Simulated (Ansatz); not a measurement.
# TaN (P-62m) in Ansatz: relaxation of cell and atoms with LDA

Aim: the relaxation of cell and atoms of TaN with LDA.

All numbers are computed with Ansatz 0.2.0; they aren't measurements. Logs are shortened: lines on timing, memory, paths and dates and some standing lists are left out, and cuts for length are marked.

### Step 1. The structure

It takes space group P-62m (No. 189, hexagonal). Conventional cell: a = 5.196 Å, b = 5.196 Å, c = 2.911 Å, α = 90.00°, β = 90.00°, γ = 120.00°. Ta (site symmetry -62m) is surrounded by 3 N at 2.04 Å. Ta (site symmetry -6) has 6 N at 2.16 Å as nearest neighbours. N (site symmetry m2m) has 5 Ta at 2.04 to 2.16 Å as nearest neighbours.

### Step 2. Relaxation of cell and atoms, LDA

input.yaml reads:

```yaml
crystal:
  lattice:
    - [5.196, 0.0, 0.0]
    - [-2.598, 4.4998679981, 0.0]
    - [0.0, 0.0, 2.911]
  atoms:
    - { symbol: Ta, position: [0.0, 0.0, 0.0] }
    - { symbol: Ta, position: [0.6666666667, 0.3333333333, 0.5] }
    - { symbol: Ta, position: [0.3333333333, 0.6666666667, 0.5] }
    - { symbol: "N", position: [0.0, 0.39285, 0.0] }
    - { symbol: "N", position: [0.60715, 0.60715, 0.0] }
    - { symbol: "N", position: [0.39285, 0.0, 0.0] }
hamiltonian:
  xc: lda
  pseudopotentials: { kind: paw }
kpoints:
  mp_grid: { grid: [6, 6, 9] }
scf:
  occupations: { method: fermi_dirac, width: 0.05 }
output:
  forces: true
  stress: true
  eigenvalues: true
  write_density: true
  write_potential: true
  elf: true
  volumetric_format: npy
relax:
  f_tol: 0.01
  max_steps: 40
  cell: { stress_tol: 0.05 }
```

Potentials or basis: Ansatz PAW.

The run is started by

```sh
$ ansatz run input.yaml --threads 2 --pin off --max-ram 5632MiB --backend cpu --events-out ev --progress --plain --runs-dir out
```

What it wrote:

```text
Warning: RAYON_NUM_THREADS=2 ignored (pool sized by the plan → 2); use --threads N
Engine: ansatz 0.2.0, x86_64-unknown-linux-gnu
Pseudopotentials: kind: paw
Pseudopotential: Ta, paw, valence charge 13, recommended cutoff 420 eV (normal), Ta.paw.azcp
Pseudopotential: N, paw, valence charge 5, recommended cutoff 420 eV (normal), N.paw.azcp
Functional definition: SPW92
  exchange = slater_x
  correlation = pw_c
Crystal: 6 atoms, lattice volume = 68.063 Å³
Basis set: ecut = 420 eV, 1287 PW (Γ)
Bands: 33, of which v1, the nominal top of the filled ones, is band 27 counted from 1 (26 counted from 0)
Symmetry: 12 space group operations
Space group: P-62m (ITA 189), of the structure as read, at distance tolerance 4.1e-5 Å
k-points: 35 of 324 (time reversal used)
Non-local potential: Ta, projectors of the file, l = 0: 3, l = 1: 2, l = 2: 2, l = 3: 1
Non-local potential: N, projectors of the file, l = 0: 2, l = 1: 2, l = 2: 1
PAW form: soft (Blöchl's): semilocal exchange-correlation on the pseudo side does not see the compensation charge
PAW frozen core: Ta, regenerated for the run's functional, and the local potential with it (the file was generated under x = pbe(κ = 0.804, μ = 0.2195149727645171), c = pbe(β = 0.06672455060314922))
PAW frozen core: N, regenerated for the run's functional, and the local potential with it (the file was generated under x = pbe(κ = 0.804, μ = 0.2195149727645171), c = pbe(β = 0.06672455060314922))
PAW one-centre angular grid: Ta, 590 points (default); XC on 64 Gauss nodes
PAW one-centre angular grid: N, 110 points (default); XC on 64 Gauss nodes
Initial density: superposition of atomic densities (neutral atoms: chi_scale 0, normalization atom), corrected by the library's trained network
Initial wavefunctions: pseudopotential atomic-orbital guess
Functional: x = slater, c = lda
SCF iter   1: F=—  HF=-30177.777737 eV  |F-HF|=—  |Δ(HF+E_count)|=         —  Δρ=1.05e-2  dr2=7.17e-2  ethr=1.77e-3  ⟨swp⟩=6.0  Hψ=4804  notcnv=0
preconditioner: auto → Kerker (q_TF=auto, 2.625 Å⁻¹)  [metal: Δε(μ)=0.021 eV  Ē_g=9.392 eV  σ=0.050 eV  W_gap=0.10  n_scr=26 (ndim 8)  ℏωp=24.7 eV  f_vac=0.000  D(μ)=0.89/eV (n_scr^D=6)]
SCF iter   2: F=—  HF=-30177.764385 eV  |F-HF|=—  |Δ(HF+E_count)|=   1.34e-2  Δρ=4.98e-3  dr2=1.13e-2  ethr=1.33e-4  ⟨swp⟩=2.1  Hψ=1667  notcnv=0  defer=10
SCF iter   3: F=—  HF=-30177.762031 eV  |F-HF|=—  |Δ(HF+E_count)|=   2.35e-3  Δρ=1.97e-3  dr2=2.41e-3  ethr=2.09e-5  ⟨swp⟩=1.9  Hψ=1549  notcnv=0  defer=11
SCF iter   4: F=—  HF=-30177.761432 eV  |F-HF|=—  |Δ(HF+E_count)|=   5.99e-4  Δρ=4.10e-4  dr2=7.62e-5  ethr=4.47e-6  ⟨swp⟩=2.0  Hψ=1609  notcnv=0  defer=11
SCF iter   5: F=—  HF=-30177.761422 eV  |F-HF|=—  |Δ(HF+E_count)|=   1.05e-5  Δρ=7.74e-5  dr2=3.67e-6  ethr=1.41e-7  ⟨swp⟩=2.4  Hψ=1676  notcnv=0  defer=11
SCF iter   6: F=—  HF=-30177.761421 eV  |F-HF|=—  |Δ(HF+E_count)|=   4.67e-7  Δρ=1.83e-5  dr2=1.90e-7  ethr=6.79e-9  ⟨swp⟩=2.8  Hψ=1947  notcnv=0  defer=11
SCF iter   7: F=-30177.761421 eV  HF=-30177.761421 eV  |F-HF|=2.54e-9  |Δ(HF+E_count)|=   2.79e-8  Δρ=2.81e-6  dr2=5.77e-9  ethr=1.85e-10  ⟨swp⟩=11.0  Hψ=7581  notcnv=0
SCF 1 converged in 7 iterations: F = -30177.761421 eV  dr2 = 5.77e-9
relax step   1: F+E_penalty+E_count = -30177.76142117 eV  Δ(F+E_penalty+E_count) = +0.000e0 eV  max|allowed force component| = 5.052e-2 eV/Å  Δτ_max = 0.0000 Å  P = -9.981 GPa  Ω = 68.063 Å³  (7 SCF iters, dr2 threshold 1.00e-7 eV, accepted)
Crystal: 6 atoms, lattice volume = 65.195 Å³
Initial density: handed on by an earlier stage of this run
Initial wavefunctions: those handed on with the density
iter 1 solved again at ethr=6.23e-5 eV; its pass at ethr=3.10e-3 eV (dr2=3.36e-2 eV) is discarded
SCF iter   1: F=—  HF=-30177.830353 eV  |F-HF|=—  |Δ(HF+E_count)|=         —  Δρ=7.74e-3  dr2=3.61e-2  ethr=6.23e-5  ⟨swp⟩=1.1  Hψ=6344  notcnv=0
preconditioner: auto → Kerker (q_TF=auto, 2.644 Å⁻¹)  [metal: Δε(μ)=0.066 eV  Ē_g=9.808 eV  σ=0.050 eV  W_gap=0.31  n_scr=26 (ndim 8)  ℏωp=25.2 eV  f_vac=0.000  D(μ)=0.87/eV (n_scr^D=6)]
SCF iter   2: F=—  HF=-30177.821553 eV  |F-HF|=—  |Δ(HF+E_count)|=   8.80e-3  Δρ=2.29e-3  dr2=3.64e-3  ethr=6.23e-5  ⟨swp⟩=2.0  Hψ=1859  notcnv=0
SCF iter   3: F=—  HF=-30177.820697 eV  |F-HF|=—  |Δ(HF+E_count)|=   8.55e-4  Δρ=1.10e-3  dr2=8.72e-4  ethr=6.75e-6  ⟨swp⟩=2.4  Hψ=1425  notcnv=0
SCF iter   4: F=—  HF=-30177.820390 eV  |F-HF|=—  |Δ(HF+E_count)|=   3.08e-4  Δρ=1.74e-4  dr2=1.70e-5  ethr=1.62e-6  ⟨swp⟩=2.9  Hψ=2110  notcnv=0
SCF iter   5: F=—  HF=-30177.820393 eV  |F-HF|=—  |Δ(HF+E_count)|=   2.96e-6  Δρ=4.03e-5  dr2=1.31e-6  ethr=3.14e-8  ⟨swp⟩=2.2  Hψ=1396  notcnv=0
[... 57 lines left out ...]
SCF iter   3: F=—  HF=-30177.828150 eV  |F-HF|=—  |Δ(HF+E_count)|=   4.67e-8  Δρ=9.75e-6  dr2=6.23e-8  ethr=1.14e-10  ⟨swp⟩=8.0  Hψ=6807  notcnv=0
SCF iter   4: F=-30177.828150 eV  HF=-30177.828150 eV  |F-HF|=2.76e-10  |Δ(HF+E_count)|=   2.00e-8  Δρ=1.37e-6  dr2=1.14e-9  ethr=1.14e-10  ⟨swp⟩=8.0  Hψ=6779  notcnv=0
SCF 8 converged in 4 iterations: F = -30177.828150 eV  dr2 = 1.14e-9
relax step   8: F+E_penalty+E_count = -30177.82815007 eV  Δ(F+E_penalty+E_count) = -1.038e-4 eV  max|allowed force component| = 3.701e-5 eV/Å  Δτ_max = 0.0001 Å  P = -0.002 GPa  Ω = 66.029 Å³  energy of the carried Pulay correction = +9.222e-5 eV  (4 SCF iters, dr2 threshold 6.15e-8 eV, accepted)
iter 1 solved again at ethr=3.84e-8 eV; its pass at ethr=3.10e-3 eV (dr2=2.07e-5 eV) is discarded
SCF iter   1: F=—  HF=-30177.828059 eV  |F-HF|=—  |Δ(HF+E_count)|=         —  Δρ=3.46e-6  dr2=2.13e-9  ethr=3.84e-8  ⟨swp⟩=3.6  Hψ=8136  notcnv=0
eigensolver tolerance schedule: the retry pair's looser diagonalisation over-reported the residual by 9727.34 of it (diagonalisation noise at 0.14 of the residual, at the tolerance the schedule requests for it); recorded, not acted on — ethr = c·dr2/N_el stays at c = 1.0e-1
SCF iter   2: F=—  HF=-30177.828064 eV  |F-HF|=—  |Δ(HF+E_count)|=   5.74e-6  Δρ=1.97e-6  dr2=8.02e-10  ethr=3.95e-12  ⟨swp⟩=3.1  Hψ=2419  notcnv=0
SCF iter   3: F=—  HF=-30177.828064 eV  |F-HF|=—  |Δ(HF+E_count)|=  1.31e-10  Δρ=5.63e-7  dr2=1.81e-10  ethr=1.48e-12  ⟨swp⟩=2.0  Hψ=1676  notcnv=0
SCF iter   4: F=-30177.828064 eV  HF=-30177.828064 eV  |F-HF|=2.91e-11  |Δ(HF+E_count)|=  3.64e-11  Δρ=1.91e-7  dr2=3.00e-11  ethr=1.00e-12  ⟨swp⟩=7.1  Hψ=5561  notcnv=0
SCF 9 converged in 4 iterations: F = -30177.828064 eV  dr2 = 3.00e-11
relax step   9: F+E_penalty+E_count = -30177.82806437 eV  Δ(F+E_penalty+E_count) = +8.570e-5 eV  max|allowed force component| = 3.658e-5 eV/Å  Δτ_max = 0.0000 Å  P = -0.003 GPa  Ω = 66.029 Å³  stress off target by 2.66e-3 GPa  SCF on the basis re-selected at this cell (its energy is not comparable with the rows above)  (4 SCF iters)
basis re-selected at this cell: Δ(F+E_penalty+E_count) = +8.570e-5 eV, ΔP = -0.001 GPa vs the last step (what re-selecting the basis moved, of the pressure what is left beyond the Pulay correction that the steps carried, after the strain that the cell walked since its last selection, with what the two solves' SCF thresholds leave and, on support functions, any second-order correction that the steps lacked; it is no measure of the basis error at this ecutwfc). This SCF's stress stands 2.66e-3 GPa from its target on what of the cell is left free (relax.cell.stress_tol is 5.00e-2 GPa) and its largest allowed force component is 3.66e-5 eV/Å (relax.f_tol is 1.00e-2 eV/Å): within both
SCF converged after 4 iterations
Free energy (F): -30177.828064 eV
Harris-Foulkes:  -30177.828064 eV  (|F-HF|=2.91e-11)
Internal energy: -30177.821302 eV  (E = F + TS)
E sigma→0 (E₀):  -30177.824683 eV
Entropy (-TS):   -0.006762 eV (-1.127 meV/atom)
Fermi energy:    20.023858 eV
--- Per-component energies (eV) ---
  E_band       = -201.573715
  E_kinetic    = 1503.847193
  E_local      = -1992.471609  (includes V_loc(G=0)·N_el)
  E_nonlocal   = 202.873278
  E_hartree    = 674.418865
  E_xc         = -834.013793
  E_vxc        = -846.745699  (∫ρ·V_xc dr)
  E_paw        = -24803.478088  (= ΣΔE_a)
  E_vpaw       = -417.915193  (= ΣTr[D̂ρ^β])
  E_aug_tail   = 0.000773  (compensation charges beyond the density's cutoff)
  E_ewald      = -4930.014764
  E_core_change = 1.016840  (= ΣΔE_core)
  E_smearing   = -0.006762  (= −TS)
  E_closure    = 0.000000  (closes the sum)
  Σ components = -30177.828064   (vs F -30177.828064, Δ=0.00e0)
--- Forces (eV/Å), atoms counted from 1 ---
  atom   1  Ta     0.00000000     0.00000000     0.00000000
  atom   2  Ta    -0.00000000     0.00000000     0.00000000
  atom   3  Ta    -0.00000000    -0.00000000     0.00000000
  atom   4  N     -0.00001829     0.00003168     0.00000000
  atom   5  N     -0.00001829    -0.00003168     0.00000000
  atom   6  N      0.00003658     0.00000000     0.00000000
  max |Σ_I F_I| component: 1.43e-16 eV/Å
--- Stress (GPa, compression-positive) ---
       -0.002656       0.000000       0.000000
        0.000000      -0.002656       0.000000
        0.000000       0.000000      -0.002388
  P = ⅓ Tr σ = -0.0026 GPa (-0.026 kbar)
--- Band table (eV; the first three rows and the last of 35) ---
  k-point 0: bands = ["-49.2139", "-49.1622", "-48.5781", "-16.0992", "-16.0992", "-15.7195", "-15.7195", "-15.5104", "-15.3882", "-15.2664", "-15.2664", "-14.5762", "1.6492", "4.5597", "4.5597", "10.4211", "13.3402", "13.3402", "13.4007", "14.1321", "14.1321", "14.8790", "14.8790", "15.7151", "16.6885", "18.0376", "19.0577", "19.0577", "20.6228", "20.6228", "21.8610", "22.0516", "22.0516"]
  k-point 1: bands = ["-49.2076", "-49.1562", "-48.5728", "-16.0792", "-16.0792", "-15.6981", "-15.6981", "-15.6327", "-15.4972", "-15.2653", "-15.2653", "-14.6693", "1.9018", "4.4827", "4.4827", "10.8568", "13.1000", "13.1000", "13.6112", "14.0450", "14.0450", "14.8117", "14.8117", "15.0752", "17.1249", "18.5638", "18.5638", "18.6408", "21.2559", "21.2559", "22.0731", "22.0755", "22.0755"]
  k-point 2: bands = ["-49.1915", "-49.1407", "-48.5591", "-16.0282", "-16.0282", "-15.9315", "-15.7654", "-15.6408", "-15.6408", "-15.2653", "-15.2653", "-14.8992", "2.5694", "4.2791", "4.2791", "12.0152", "12.5571", "12.5571", "13.2540", "13.8394", "13.8394", "14.6278", "14.6278", "14.6724", "18.1003", "18.1003", "18.4415", "20.0097", "21.4808", "21.4808", "22.2157", "22.2157", "22.6876"]
  k-point 34: bands = ["-49.1365", "-49.1365", "-48.5333", "-16.3681", "-16.3681", "-16.0045", "-15.7234", "-15.7234", "-15.4554", "-15.2823", "-15.2694", "-15.2694", "3.5188", "4.2600", "4.2600", "11.6990", "11.6990", "12.6074", "12.6355", "12.6355", "13.2880", "13.3970", "15.8442", "15.8442", "17.4901", "17.4901", "18.3566", "22.3562", "22.3562", "22.6029", "22.9307", "22.9307", "23.9181"]
--- Relaxed structure (7 steps of the walk, 7 accepted, 2 SCFs on fresh bases) ---
  F+E_penalty+E_count = -30177.82806437 eV   max|allowed force component| = 3.658e-5 eV/Å   (the final SCF, on the basis selected at the relaxed cell)
  cell:  # Å, volume = 66.0292 Å³
    - [5.150709424146487, 1.9148258615416767e-36, 0.0]
    - [-2.5753547120732434, 4.460645208822775, 0.0]
    - [0.0, 0.0, 2.87389800309334]
  atoms:
    - { symbol: Ta, position: [9.895047015809363e-21, -8.031362793661444e-21, 0.0] }
    - { symbol: Ta, position: [0.6666666666666666, 0.33333333333333337, 0.5] }
    - { symbol: Ta, position: [0.33333333333333337, 0.6666666666666667, 0.5] }
    - { symbol: N, position: [-2.7755575615628914e-17, 0.3933415987014197, 0.0] }
    - { symbol: N, position: [0.6066584012985803, 0.6066584012985804, 0.0] }
    - { symbol: N, position: [0.39334159870141977, -8.031362793661474e-21, 0.0] }
```

Run time: 26 s. Hardware: 2 threads of Intel Xeon 6975P-C (Granite Rapids), shared host; peak memory 0.42 GiB.

Results:

* Free energy: -30177.8281 eV
* Relaxed volume: 11.00 Å³/atom
* Relaxed cell: a = 5.151 Å, b = 5.151 Å, c = 2.874 Å, α = 90.00°, β = 90.00°, γ = 120.00°
* Space group after relaxing (to 0.05 Å): P-62m (No. 189)
* Energy gained by relaxing: 11.1 meV/atom
* Ionic steps: 9
* Pressure after relaxing: 0.0 GPa
* Band gap on the k mesh: none (metal or under the smearing width)

The path:
```tsv
step	energy change (eV)	largest force (eV/Å)	volume (Å³)
1	0.0000	0.0505	68.06
2	-0.0590	0.0814	65.19
3	-0.0719	0.0083	66.04
4	-0.0724	0.0073	66.09
5	-0.0725	0.0193	66.05
6	-0.0725	0.0002	66.06
7	-0.0666	0.0003	66.06
8	-0.0667	0.0000	66.03
9	-0.0666	0.0000	66.03
```

Final structure:
```xyz
6
Lattice="5.1507 0.0000 0.0000 -2.5754 4.4606 0.0000 0.0000 0.0000 2.8739" Properties=species:S:1:pos:R:3 pbc="T T T"
Ta    0.0000    0.0000    0.0000
Ta    2.5754    1.4869    1.4369
Ta    0.0000    2.9738    1.4369
N    -1.0130    1.7546    0.0000
N     1.5624    2.7061    0.0000
N     2.0260    0.0000    0.0000
```

Levels at points of the mesh, in eV from the Fermi level:
| k point | band 23 | band 24 | band 25 | band 26 | band 27 | band 28 | band 29 | band 30 | band 31 | band 32 |
| --- | --- | --- | --- | --- | --- | --- | --- | --- | --- | --- |
| (0.00, 0.00, 0.00) | -5.14 | -4.31 | -3.34 | -1.99 | -0.97 | -0.97 | 0.60 | 0.60 | 1.84 | 2.03 |
| (0.00, -0.50, 0.00) | -4.68 | -4.00 | -3.94 | -2.90 | -2.72 | 1.29 | 1.86 | 1.96 | 2.49 | 2.51 |

Caveat: the plane-wave basis is chosen anew once the cell has moved, so the energies of steps on either side of that aren't comparable; the pressure holds a Pulay correction of +0.6 GPa for the finite cutoff; the PAW data sets come from PBE, with cores solved anew for the run's functional, which leaves a small shift of forces and pressure.
